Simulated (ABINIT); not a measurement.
# TePb (Pm-3m) in ABINIT: settings compared

The runs below take TePb through band structure, equation of state, with HCTH407, BLYP, LDA.

Program: ABINIT 10.8.3 (patched build). These are calculated values, not measurements. Logs are shortened: lines on timing, memory, paths and dates and some standing lists are left out, and cuts for length are marked. The log counts tension as positive stress, the text compression.

## Step 1: The structure

The structure is cubic, space group Pm-3m (No. 221). Conventional cell: a = 4.002 Å, b = 4.002 Å, c = 4.002 Å, α = 90.00°, β = 90.00°, γ = 90.00°. Pb (site symmetry m-3m) has 8 Te at 3.47 Å as nearest neighbours. Te (site symmetry m-3m) is surrounded by 8 Pb at 3.47 Å.

Measurements of this composition are mostly on another form, of space group No. 225.

## Step 2: Band structure, HCTH407, spin-orbit coupling, no magnetisation

Input file run.abi:

```
# Datasets: ground state, then fixed potential
ndtset 2

# Pseudopotentials
pp_dirpath "./"
pseudos "Pb.GGA_PBE-JTH.xml, Te.GGA_PBE-JTH.xml"

# Structure
acell 4.002287 4.002287 4.002287 Angstrom
rprim
     1.0000000000     0.0000000000     0.0000000000
     0.0000000000     1.0000000000     0.0000000000
     0.0000000000     0.0000000000     1.0000000000
ntypat 2
znucl 82 52
natom 2
typat 1 2
xred
     0.0000000000     0.0000000000     0.0000000000
     0.5000000000     0.5000000000     0.5000000000

# Plane-wave basis
ecut 22.0
pawecutdg 44.0

# Exchange and correlation
ixc 27

# Bands and occupations
occopt 3
tsmear 0.00183747

# Spin
nspinor 2
nspden 1
pawspnorb 1

# SCF cycle
nstep 100

# Output
iomode 3
prtwf 0
prteig 0
prtebands 0
enunit 1
prtden1 1

# Dataset 1
kptopt1 4
ngkpt1 7 7 7
nshiftk1 1
shiftk1 0.0 0.0 0.0
nband1 28
tolvrs1 1.0e-9

# Dataset 2: bands along G-X-M-G-R-X
iscf2 -2
getden2 1
nband2 40
nbdbuf2 8
tolwfr2 1.0e-11
kptopt2 -5
ndivsm2 5
prteig2 1
kptbounds2
     0.0000000000     0.0000000000     0.0000000000
     0.0000000000     0.5000000000     0.0000000000
     0.5000000000     0.5000000000     0.0000000000
     0.0000000000     0.0000000000     0.0000000000
     0.5000000000     0.5000000000     0.5000000000
     0.0000000000     0.5000000000     0.0000000000
```

Potentials or basis: JTH PAW PBE v2.0.

Started as:

```bash
$ abinit run.abi > log 2>&1
```

run.abo:

```text
.Version 10.8.3 of ABINIT
 DATASET    1 : space group P4 3 2 (#207); Bravais cP (primitive cubic)
================================================================================
 Values of the parameters that define the memory need for DATASET  1.
     intxc =       0    ionmov =       0      iscf =       7    lmnmax =      18
     lnmax =       6     mgfft =      32  mpssoang =       3    mqgrid =    3001
     natom =       2  nloc_mem =       2    nspden =       1   nspinor =       2
    nsppol =       1      nsym =      24    n1xccc =       1    ntypat =       2
    occopt =       3   xclevel =       2
       mpw =        2164          nfft =       32768          nkpt =          21
 PAW method is used; the additional fine FFT grid is defined by:
   mgfftf=        48    nfftf =    110592
================================================================================
================================================================================

 DATASET    2 : space group P4 3 2 (#207); Bravais cP (primitive cubic)
================================================================================
 Values of the parameters that define the memory need for DATASET  2.
     intxc =       0    ionmov =       0      iscf =      -2    lmnmax =      18
     lnmax =       6     mgfft =      32  mpssoang =       3    mqgrid =    3001
     natom =       2  nloc_mem =       2    nspden =       1   nspinor =       2
    nsppol =       1      nsym =      24    n1xccc =       1    ntypat =       2
    occopt =       3   xclevel =       2
       mpw =        2176          nfft =       32768          nkpt =          34
 PAW method is used; the additional fine FFT grid is defined by:
   mgfftf=        48    nfftf =    110592
================================================================================
================================================================================

--------------------------------------------------------------------------------
------------- Echo of variables that govern the present computation ------------
--------------------------------------------------------------------------------
 -outvars: echo values of preprocessed input variables --------
            acell      7.5632263073E+00  7.5632263073E+00  7.5632263073E+00 Bohr
              amu      2.07200000E+02  1.27600000E+02
             ecut      2.20000000E+01 Hartree
           enunit           1
           getden1          0
           getden2          1
             iscf1          7
             iscf2         -2
              ixc          27
           jdtset        1    2
           kptopt1          4
           kptopt2         -5
         kptrlatt        7    0    0      0    7    0      0    0    7
          kptrlen1     5.29425842E+01
          kptrlen2     3.00000000E+01
            natom           2
            nband1         28
            nband2         40
           nbdbuf1          0
           nbdbuf2          8
           ndtset           2
           ndivsm1          0
           ndivsm2          5
            ngfft          32      32      32
          ngfftdg          48      48      48
             nkpt1         21
             nkpt2         34
          nspinor           2
            nstep         100
             nsym          24
           ntypat           2
           occopt           3
        pawcpxocc           2
        pawecutdg      4.40000000E+01 Hartree
        pawspnorb           1
         pawxcdev           0
        prtebands           0
           prteig1          0
           prteig2          1
            prtwf           0
           shiftk1     0.00000000E+00  0.00000000E+00  0.00000000E+00
           shiftk2     5.00000000E-01  5.00000000E-01  5.00000000E-01
[... 261 lines left out ...]

================================================================================
 Non-SCF case, kpt    1 (  0.00000  0.00000  0.00000), residuals and eigenvalues=
  4.57E-12  6.33E-12  5.81E-12  8.61E-12  6.18E-12  7.74E-12  5.84E-12  6.87E-12
  2.98E-12  5.32E-12  2.97E-12  7.97E-12  3.96E-12  4.43E-12  5.07E-12  9.35E-12
  6.40E-12  8.75E-12  6.25E-12  7.63E-12  6.38E-12  8.97E-12  4.06E-12  5.18E-12
  3.30E-12  7.64E-12  2.85E-12  7.71E-12  4.51E-12  7.21E-12  6.34E-12  8.54E-12
  6.24E-09  3.20E-08  5.95E-08  4.85E-07  1.88E-07  1.67E-07  3.84E-10  1.74E-09
 -7.3007E-01 -7.3007E-01 -7.3007E-01 -7.3007E-01 -6.3469E-01 -6.3469E-01
 -6.3469E-01 -6.3469E-01 -6.3271E-01 -6.3271E-01 -4.6779E-01 -4.6779E-01
 -2.7414E-01 -2.7414E-01 -1.0427E-01 -1.0427E-01 -6.5349E-02 -6.5349E-02
 -6.5349E-02 -6.5349E-02  1.0468E-01  1.0468E-01  1.4007E-01  1.4007E-01
  1.4007E-01  1.4007E-01  1.9956E-01  1.9956E-01  1.9956E-01  1.9956E-01
[... 417 lines left out ...]
  4.5338E-01  4.5703E-01  4.5743E-01  4.5966E-01
 Non-SCF case, kpt   34 (  0.00000  0.50000  0.00000), residuals and eigenvalues=
  6.10E-12  9.94E-12  7.76E-12  7.11E-12  2.23E-12  3.81E-12  2.25E-12  3.37E-12
  2.23E-12  4.38E-12  3.98E-12  7.25E-12  2.91E-12  4.46E-12  5.98E-12  7.07E-12
  4.91E-12  8.87E-12  2.96E-12  3.51E-12  7.47E-12  8.36E-12  8.62E-12  4.36E-12
  4.75E-12  5.19E-12  5.71E-12  9.19E-12  2.92E-12  4.24E-12  9.72E-12  8.71E-12
  1.67E-10  7.61E-10  2.17E-08  2.03E-07  3.77E-06  7.72E-06  2.81E-05  3.74E-05
 -7.3013E-01 -7.3013E-01 -7.2970E-01 -7.2970E-01 -6.3478E-01 -6.3478E-01
 -6.3353E-01 -6.3353E-01 -6.3324E-01 -6.3324E-01 -4.2224E-01 -4.2224E-01
 -3.5106E-01 -3.5106E-01 -6.0831E-02 -6.0831E-02 -3.2101E-02 -3.2101E-02
 -2.4024E-02 -2.4024E-02 -1.7752E-02 -1.7752E-02  5.3201E-02  5.3201E-02
  9.0228E-02  9.0228E-02  1.9053E-01  1.9053E-01  2.4896E-01  2.4896E-01
  4.1095E-01  4.1095E-01  4.2788E-01  4.2788E-01  4.3565E-01  4.3566E-01
  4.5011E-01  4.5087E-01  4.5113E-01  4.5329E-01

--- !ResultsGS
iteration_state: {dtset: 2, }
comment   : Summary of ground state results
lattice_vectors:
- [  7.5632263,   0.0000000,   0.0000000, ]
- [  0.0000000,   7.5632263,   0.0000000, ]
- [  0.0000000,   0.0000000,   7.5632263, ]
lattice_lengths: [   7.56323,    7.56323,    7.56323, ]
lattice_angles: [ 90.000,  90.000,  90.000, ] # degrees, (23, 13, 12)
lattice_volume:   4.3263464E+02
convergence: {deltae:  0.000E+00, res2:  0.000E+00, residm:  9.978E-12, diffor:  0.000E+00, }
etotal    :  -7.01519964E+01
entropy   :   0.00000000E+00
fermie    :  -2.33468670E-02
cartesian_stress_tensor: null
pressure_GPa: null
xred      :
- [  0.0000E+00,   0.0000E+00,   0.0000E+00, Pb]
- [  5.0000E-01,   5.0000E-01,   5.0000E-01, Te]
cartesian_forces: null
force_length_stats: {min: null, max: null, mean: null, }
...

 Integrated electronic density in atomic spheres:
 ------------------------------------------------
 Atom  Sphere_radius  Integrated_density
    1        2.40264         11.37274148
    2        2.31107          3.18172015

================================================================================

 ----iterations are completed or convergence reached----

 Mean square residual over all n,k,spin=   56.686E-13; max=  99.775E-13
 reduced coordinates (array xred) for    2 atoms
       0.000000000000      0.000000000000      0.000000000000
       0.500000000000      0.500000000000      0.500000000000

 cartesian coordinates (angstrom) at end:
    1      0.00000000000000     0.00000000000000     0.00000000000000
    2      2.00114350000000     2.00114350000000     2.00114350000000
 length scales=  7.563226307281  7.563226307281  7.563226307281 bohr
              =  4.002287000000  4.002287000000  4.002287000000 angstroms
 Eigenvalues (   eV  ) for nkpt=  34  k points:
 kpt#   1, nband= 40, wtk=  1.00000, kpt=  0.0000  0.0000  0.0000 (reduced coord)
 -19.86630  -19.86630  -19.86630  -19.86630  -17.27078  -17.27078  -17.27078  -17.27078
 -17.21679  -17.21679  -12.72913  -12.72913   -7.45982   -7.45982   -2.83743   -2.83743
  -1.77822   -1.77822   -1.77822   -1.77822    2.84855    2.84855    3.81155    3.81155
   3.81155    3.81155    5.43031    5.43031    5.43031    5.43031    9.55143    9.55143
  11.03689   11.03689   11.03689   11.03690   11.17214   11.17214   11.92760   11.92760
 kpt#   2, nband= 40, wtk=  1.00000, kpt=  0.0000  0.1000  0.0000 (reduced coord)
 -19.86645  -19.86645  -19.86528  -19.86528  -17.27085  -17.27085  -17.26779  -17.26779
 -17.21835  -17.21835  -12.65271  -12.65271   -7.61313   -7.61313   -2.79770   -2.79770
  -1.81052   -1.81052   -1.69278   -1.69278    2.55957    2.55957    3.88687    3.88687
   4.17485    4.17485    5.04722    5.04722    5.14698    5.14698   10.11191   10.11191
  10.56316   10.56316   10.65450   10.65450   10.77379   10.77379   11.13744   11.13744
 kpt#   3, nband= 40, wtk=  1.00000, kpt=  0.0000  0.2000  0.0000 (reduced coord)
 -19.86686  -19.86686  -19.86266  -19.86266  -17.27117  -17.27117  -17.25993  -17.25993
 -17.22229  -17.22229  -12.42969  -12.42969   -8.04641   -8.04641   -2.67420   -2.67420
  -1.75670   -1.75670   -1.44615   -1.44615    1.81516    1.81516    3.64673    3.64673
   4.10998    4.10998    4.42478    4.42478    5.87326    5.87326    9.37737    9.37737
[... 173 lines left out ...]
   3.45406    3.45406    6.47550    6.47550    8.25751    8.25751    8.39309    8.39309
   8.41876    8.41876   11.97283   11.97615   12.65197   12.65890   12.69493   12.73831
 kpt#  33, nband= 40, wtk=  1.00000, kpt=  0.0714  0.5000  0.0714 (reduced coord)
 -19.86724  -19.86724  -19.85616  -19.85616  -17.27114  -17.27114  -17.23855  -17.23855
 -17.23342  -17.23342  -11.43455  -11.43455   -9.47770   -9.47770   -2.00222   -2.00222
  -1.74561   -1.74561   -0.88448   -0.88448    0.38864    0.38864    1.55133    1.55133
   2.67150    2.67150    5.53556    5.53556    7.24471    7.24471    9.94084    9.94084
  10.15971   10.15971   11.69288   11.69307   12.33700   12.43643   12.44735   12.50798
 kpt#  34, nband= 40, wtk=  1.00000, kpt=  0.0000  0.5000  0.0000 (reduced coord)
 -19.86794  -19.86794  -19.85610  -19.85610  -17.27317  -17.27317  -17.23913  -17.23913
 -17.23137  -17.23137  -11.48983  -11.48983   -9.55296   -9.55296   -1.65529   -1.65529
  -0.87350   -0.87350   -0.65373   -0.65373   -0.48306   -0.48306    1.44769    1.44769
   2.45522    2.45522    5.18469    5.18469    6.77461    6.77461   11.18250   11.18250
  11.64310   11.64310   11.85477   11.85478   12.24803   12.26869   12.27577   12.33472

== END DATASET(S) ==============================================================
================================================================================

 -outvars: echo values of variables after computation  --------
            acell      7.5632263073E+00  7.5632263073E+00  7.5632263073E+00 Bohr
           etotal1    -7.0151996374E+01
            fcart1    -0.0000000000E+00 -0.0000000000E+00 -0.0000000000E+00
                      -0.0000000000E+00 -0.0000000000E+00 -0.0000000000E+00
           strten1    -8.6149810988E-05 -8.6149810988E-05 -8.6149810988E-05
                       0.0000000000E+00  0.0000000000E+00  0.0000000000E+00
           xangst      0.0000000000E+00  0.0000000000E+00  0.0000000000E+00
                       2.0011435000E+00  2.0011435000E+00  2.0011435000E+00
             xred      0.0000000000E+00  0.0000000000E+00  0.0000000000E+00
                       5.0000000000E-01  5.0000000000E-01  5.0000000000E-01
 Calculation completed.
```

It took 4.2 min on 1 thread of Arm Neoverse V1, shared host; peak memory 0.19 GiB.

What came out:

```yaml
Free_energy: -1908.9331 eV
Pressure: 2.5 GPa
Band_gap_on_the_k_mesh: none (metal or under the smearing width)
Valence_electrons_inside_the_program's_atomic_spheres: Pb 11.37; Te 3.18
```

Levels at the corners of the path, in eV from the Fermi level:
| point | band 18 | band 19 | band 20 | band 21 | band 22 | band 23 |
| --- | --- | --- | --- | --- | --- | --- |
| Γ | -1.14 | -1.14 | -1.14 | 3.48 | 3.48 | 4.45 |
| X | -0.24 | -0.02 | -0.02 | 0.15 | 0.15 | 2.08 |
| M | -4.21 | 0.17 | 0.17 | 2.67 | 2.67 | 4.09 |
| Γ | -1.14 | -1.14 | -1.14 | 3.48 | 3.48 | 4.45 |
| R | -2.15 | -2.15 | -2.15 | -1.72 | -1.72 | -0.38 |
| X | -0.24 | -0.02 | -0.02 | 0.15 | 0.15 | 2.08 |

Caveat: the PAW data sets were made with another functional, which shifts forces and pressure a little.

## Step 3: Band structure, BLYP, spin-orbit coupling, no magnetisation

Input file run.abi:

```
ndtset 2

pp_dirpath "./"
pseudos "Pb.GGA_PBE-JTH.xml, Te.GGA_PBE-JTH.xml"

acell 3*1.0
rprim
     7.5632263022     0.0000000000     0.0000000000
     0.0000000000     7.5632263022     0.0000000000
     0.0000000000     0.0000000000     7.5632263022
ntypat 2
znucl 82 52
natom 2
typat 1 2
xred
     0.0000000000     0.0000000000     0.0000000000
     0.5000000000     0.5000000000     0.5000000000

ecut 22.0
pawecutdg 44.0

ixc -106131

occopt 3
tsmear 0.05 eV

nspinor 2
nspden 1
pawspnorb 1

nstep 100

iomode 3
prtwf 0
prteig 0
prtebands 0
enunit 1
prtden1 1

kptopt1 4
ngkpt1 7 7 7
nshiftk1 1
shiftk1 0.0 0.0 0.0
nband1 28
tolvrs1 1.0e-9

iscf2 -2
getden2 1
nband2 40
nbdbuf2 8
tolwfr2 1.0e-11
kptopt2 -5
ndivsm2 5
prteig2 1
prtvol2 -3
kptbounds2
     0.0000000000     0.0000000000     0.0000000000
     0.0000000000     0.5000000000     0.0000000000
     0.5000000000     0.5000000000     0.0000000000
     0.0000000000     0.0000000000     0.0000000000
     0.5000000000     0.5000000000     0.5000000000
     0.0000000000     0.5000000000     0.0000000000
```

Potentials or basis: JTH PAW PBE v2.0.

Started as:

```bash
$ abinit run.abi > log 2>&1
```

Run time: 4 min. Hardware: 1 thread of Arm Neoverse V1, shared host; peak memory 0.19 GiB.

The run converged. Its results:

```yaml
Free_energy: -1889.4369 eV
Pressure: 3.7 GPa
Band_gap_on_the_k_mesh: none (metal or under the smearing width)
Valence_electrons_inside_the_program's_atomic_spheres: Pb 11.35; Te 3.13
```

Levels at the corners of the path, in eV from the Fermi level:
```csv
point,band 17,band 18,band 19,band 20,band 21,band 22,band 23,band 24
Γ,-1.17,-1.17,-1.17,-1.17,3.48,3.48,4.51,4.51
X,-0.21,-0.21,-0.03,-0.03,0.18,0.18,1.99,1.99
M,-4.23,-4.23,0.19,0.19,2.63,2.63,4.06,4.06
Γ,-1.17,-1.17,-1.17,-1.17,3.48,3.48,4.51,4.51
R,-2.13,-2.13,-2.13,-2.13,-1.75,-1.75,-0.45,-0.45
X,-0.21,-0.21,-0.03,-0.03,0.18,0.18,1.99,1.99
```

Caveat: the PAW data sets were made with another functional, which shifts forces and pressure a little.

## Step 4: Equation of state, LDA

Input file run.abi:

```
# Datasets: one volume each
ndtset 7
getwfk -1
scalecart1 3*0.9795861087
scalecart2 3*0.9864848297
scalecart3 3*0.9932883884
scalecart4 3*1.0000000000
scalecart5 3*1.0066227096
scalecart6 3*1.0131594038
scalecart7 3*1.0196128224

# Pseudopotentials
pp_dirpath "./"
pseudos "Pb.LDA_PW-JTH.xml, Te.LDA_PW-JTH.xml"

# Structure
acell 7.5632263022 7.5632263022 7.5632263022
rprim
     1.0000000000     0.0000000000     0.0000000000
     0.0000000000     1.0000000000     0.0000000000
     0.0000000000     0.0000000000     1.0000000000
ntypat 2
znucl 82 52
natom 2
typat 1 2
xred
     0.0000000000     0.0000000000     0.0000000000
     0.5000000000     0.5000000000     0.5000000000

# Plane-wave basis
ecut 326.536635 eV
pawecutdg 24.0

# k points
kptopt 1
ngkpt 7 7 7
nshiftk 1
shiftk 0.0 0.0 0.0

# Exchange and correlation
ixc 7

# Bands and occupations
nband 14
occopt 3
tsmear 0.05 eV

# SCF cycle
nstep 100
tolvrs 1.0e-9

# Output
iomode 3
prtwf 1
prtden 0
prteig 0
prtebands 0
enunit 1
```

Potentials or basis: JTH PAW LDA v2.0.

Started as:

```bash
$ abinit run.abi > log 2>&1
```

Wall time 36 s (1 thread of Arm Neoverse V1, shared host); peak memory 0.12 GiB.

Results (log left out):

```
Equilibrium volume : 28.90 Å³/atom (rough: see the caveat)
Bulk modulus       : 43 GPa (rough)
```

Energy against volume, from the lowest point:
```csv
volume (Å³/atom),energy (meV/atom)
30.132,0.00
30.773,8.08
31.414,19.91
32.055,34.15
32.696,50.89
33.337,70.10
33.978,91.84
```

Caveat: the cutoff is too short for stress, so the log's stress isn't used; pressures at fixed basis lie under the slope of the energies; the fit is doubtful: noisy points or a state that changes with volume; the minimum lies outside the volumes run.

## Step 5: Summary

| task | level | potentials or basis | spin | cutoff (eV) | fine-grid cutoff | gap on the mesh (eV) | pressure (GPa) |
| --- | --- | --- | --- | --- | --- | --- | --- |
| band structure | HCTH407 | JTH PAW PBE v2.0 | SOC, no magnetisation | 599 | 1197.3 eV | none | 2.5 |
| band structure | BLYP | JTH PAW PBE v2.0 | SOC, no magnetisation | 599 | 1197.3 eV | none | 3.7 |
| equation of state | LDA | JTH PAW LDA v2.0 | off | 327 | 653.073 eV | - | - |

Alike in all rows: cell as given; k mesh 7 × 7 × 7; smearing fermi-dirac 0.05 eV.

Caveats: the PAW data sets were made with another functional, which shifts forces and pressure a little (some runs); pressures at fixed basis lie under the slope of the energies (some runs); the fit is doubtful: noisy points or a state that changes with volume (some runs); the minimum lies outside the volumes run (some runs).

Absolute energies hang on the potentials; compare differences alone.
